## The question

Why does the calculated gap of black phosphorus jump up and down as the k mesh is refined, while energy, pressure and forces settle step by step? The densest mesh in the table, 11,11,8, serves as the reference for the energy, yet its gap is almost twice that of the next coarser mesh. The crystal is the same in every row, so the jumps come from the sampling.

Quantum ESPRESSO 7.5 calculations for black phosphorus (4-atom cell) with PBE, PseudoDojo 0.5 SR PBE stringent pseudopotentials, a 598.65 eV wavefunction cutoff and Fermi-Dirac smearing of 0.05 eV, without spin polarisation. The sweep value is the k mesh; energies are free energies, and the force miss is the largest change in any force component from the 11,11,8 mesh.

| sweep value | energy less tightest (meV/atom) | pressure (GPa) | gap (eV) | force miss (eV/Å) |
| --- | --- | --- | --- | --- |
| 1,1,1 | 1219.9 | 7.885 | 1.732 | 2.201 |
| 2,2,2 | 300.4 | 4.044 | 0.074 | 0.539 |
| 4,4,3 | 32.1 | 2.254 | 0.090 | 0.051 |
| 5,5,4 | 9.2 | 2.170 | 0.436 | 0.035 |
| 6,6,4 | 4.4 | 2.120 | 0.093 | 0.022 |
| 7,7,5 | 1.8 | 2.080 | 0.283 | 0.019 |
| 8,8,6 | 0.7 | 2.062 | 0.094 | 0.006 |
| 10,10,7 | 0.1 | 2.057 | 0.094 | 0.002 |
| 11,11,8 | 0.0 | 2.054 | 0.175 | 0.000 |

The energy less tightest and the force miss are both measured from the 11,11,8 row, so their last entries are zero by construction. The force miss is therefore a change in force, and does not tell how large the forces themselves are.

## Two branches of the gap

The gaps fall into two groups once the rows are sorted by the first two divisions of the mesh. Where these are even, the gap lies between 0.074 and 0.094 eV. Where they are odd, it is larger in every case and comes down slowly, from 1.732 eV at 1,1,1 to 0.175 eV at 11,11,8.

The third division has no such influence. It is odd in 4,4,3 and even in 6,6,4, and both give a gap near 0.09 eV. Whatever the odd meshes miss must lie in the directions of the first two divisions.

## A crystal closed into a ring

A mesh with $N$ divisions along a lattice vector describes a crystal that closes on itself after $N$ cells. Only electron waves that fit into this ring are sampled. In black phosphorus, one step along either of the first two lattice vectors leads from one layer to the next. The ring therefore contains $N$ steps between layers.

The smallest gap of bulk black phosphorus is known to lie at the zone-boundary point Z. There the wave changes sign from each layer to the next, and the coupling between layers pushes the filled and empty bands towards each other. A wave of alternating sign closes on itself only after an even number of steps. An even mesh thus contains Z, and an odd mesh leaves it out, provided that the mesh includes the zone centre $\Gamma$. Along the third lattice vector the wave at Z keeps its sign from cell to cell, so any number of divisions will do there. The two branches of the table are what this picture predicts, although the bands at Z were not examined separately.

Graphene follows the same rule with another number. Its band edges belong to waves that repeat after three cells, so the divisions must be multiples of three to catch them.

## How far an odd mesh misses

The sampled point closest to Z on an odd mesh lies on the line from Z to $\Gamma$, at a fraction $1/N$ of its length. Near a band edge, the energy changes with the square of the distance in k space. The sampled gap $E(N)$ should then follow

$$E(N) \approx E_Z + \frac{C}{N^2},$$

where $E_Z$ is the gap at Z and $C$ measures how strongly the bands curve along the stacking direction.

Two rows set the constants. The 10,10,7 mesh gives $E_Z = 0.094$ eV, and the excess of the 11,11,8 mesh over it is 0.081 eV. For 7,7,5, which played no part in setting them, the excess should be larger by $(11/7)^2 \approx 2.5$, or about 0.20 eV. The predicted gap is 0.29 eV, and the table has 0.283 eV.

For 5,5,4 the same formula gives 0.49 eV, about 0.05 eV above the table. Farther from Z the gap rises less steeply than a parabola with the curvature found close to Z. A formula with bands that run linearly away from a small gap does worse for both meshes, with values that are too low.

The slow $1/N^2$ law has a practical price. By this formula, an odd mesh would need about 31 divisions to bring the excess down to 0.01 eV, whereas the even mesh 4,4,3 is already within that distance of the settled value.

## The two coarsest meshes

The 1,1,1 mesh samples only $\Gamma$, where the wave has the same sign in all layers. This is the far end of the line from Z, and the parabola, which would give a gap of about 10 eV there, no longer applies. The value of 1.732 eV is a gap at the wrong point, calculated moreover with an electron density built from that point alone.

The 2,2,2 mesh does contain Z, yet its gap is 0.020 eV below that of 10,10,7. If the band edges are at Z in both runs, the sampled point is the same and only the electron density has changed. Eight points describe that density crudely, and the potential that follows from it shifts the bands. From 4,4,3 onwards, this effect on the even meshes is only a few thousandths of an electronvolt.

## Why the energy does not jump

The gap depends on the highest filled and the lowest empty level, so one absent point can spoil it. The energy is an average over all filled states, in which the surroundings of Z have only a small weight. Its error falls at every step, whether the new mesh is odd or even.

The ring also explains the form of this fall. The energy of the filled bands can be written as a sum of waves in k space, each belonging to a distance in the crystal. Averaging over the mesh keeps the constant part, which is the true average, and removes every wave except those whose distance is a whole number of turns around the ring. What remains as error is the electron's link with its own repeat, $N$ cells away. In a crystal with a gap, such links die off roughly exponentially with distance. The smearing of 0.05 eV is comparable with the gap here and lets some electrons cross it, but Fermi-Dirac smearing also leaves an exponential fall.

No single power of $N$ describes the fall in the table. Between one and two divisions the energy error drops about as $N^{-2}$, and between four and eight about as $N^{-5.4}$. An exponential fitted to the seven rows from 1,1,1 to 8,8,6 gives an average reduction by a factor of 2.9 for each added division; the output after the text shows the details.

The fall is not even, however. The step from 5,5,4 to 6,6,4 brings the smallest reduction, by a factor of 2.1, and it is the only step in which the third division stays the same. The ring in that direction does not grow, so its share of the error should remain. The exponential also gives only half the energy difference found for 10,10,7, which was outside the fit. A possible reason, not tested here, is that the contribution of the narrow gap around Z dies off most slowly and so dominates on dense meshes. An error left in the 11,11,8 reference would hardly explain it. If that energy still lies above the limit, as the steady fall suggests, the true error of 10,10,7 is even larger than the table shows.

## Pressure as the slope of the same error

Pressure is minus the change of energy with volume, and so the excess pressure of a coarse mesh shows how its energy error responds when the cell is stretched. The pressure comes down towards its final value from above at every step. The energy error must therefore shrink as the cell grows. This suits the ring picture, because the links between distant repeats weaken when the atoms move apart.

The pressure that remains, about 2.05 GPa, is of another kind. It belongs to the supplied cell at this level of theory and this cutoff, and a denser mesh will not remove it.

## Choosing a mesh

The settled value of 0.094 eV is not the gap of real black phosphorus. PBE makes the gap too small, the measured one being roughly 0.3 eV, and the gap also depends on the supplied cell, which is under pressure in this calculation. A better mesh cures only the sampling error.

For this crystal, the 8,8,6 mesh serves both purposes: its energy is within 1 meV/atom of the reference, and its gap is on the settled branch. Forces ask for slightly more, since they come within 0.005 eV/Å only at 10,10,7. In general, the property wanted decides how dense the mesh must be, and the position of the band edge tells which divisions can show the gap.

Numerical output:

```
Mesh errors (last row is the reference):
      row  energy error meV/atom  fall factor per added division  excess pressure GPa  percent fall of error per percent volume
    1,1,1                   1220                             n/a                5.831                                    0.6104
    2,2,2                  300.4                           4.062                 1.99                                    0.8461
    4,4,3                  32.11                           3.058                  0.2                                    0.7954
    5,5,4                  9.221                           3.482                0.116                                     1.606
    6,6,4                  4.433                            2.08                0.066                                     1.901
    7,7,5                  1.822                           2.433                0.026                                     1.822
    8,8,6                  0.736                           2.476                0.008                                     1.388
  10,10,7                  0.142                           2.277                0.003                                     2.698
  11,11,8                    0.1                               0                    0                                         0
fit of lnerr on 7 rows (N < 10): constant 7.853 +/- 0.22, coefficient of N -1.051 +/- 0.042; rms 0.222, worst 5,5,4 0.376, leave-one-out rms 0.341
  rows outside the fit (model, value, miss): 10,10,7 -2.658, -1.952, -0.706; 11,11,8 -3.709, -2.303, -1.41
Mean fall factor of energy error per added division: 2.861
Local power of N in energy error from 1 to 2 divisions: 2.022
Local power of N in energy error from 4 to 8 divisions: 5.447
Gap excess of 11x11x8 over 10x10x7 (eV): 0.081
Gap ratio of 11x11x8 to 10x10x7: 1.862
Gap rise from 2x2x2 to 10x10x7 (eV): 0.02
Parabola prediction for 7x7x5 (eV): 0.294
Parabola prediction for 5x5x4 (eV): 0.486
Linear-band prediction for 7x7x5 (eV): 0.2503
Linear-band prediction for 5x5x4 (eV): 0.3381
Odd division needed for a gap excess of 0.01 eV (parabola): 31.31
Distance from Z to nearest 11x11x8 point along stacking (1/A): 0.05227
Distance from Z to next such point along zigzag (1/A): 0.1731
Reduced mass along stacking from 11x11x8 (electron masses): 0.1285
Factor in intrinsic carrier density at 300 K from the gap excess: 4.79
```
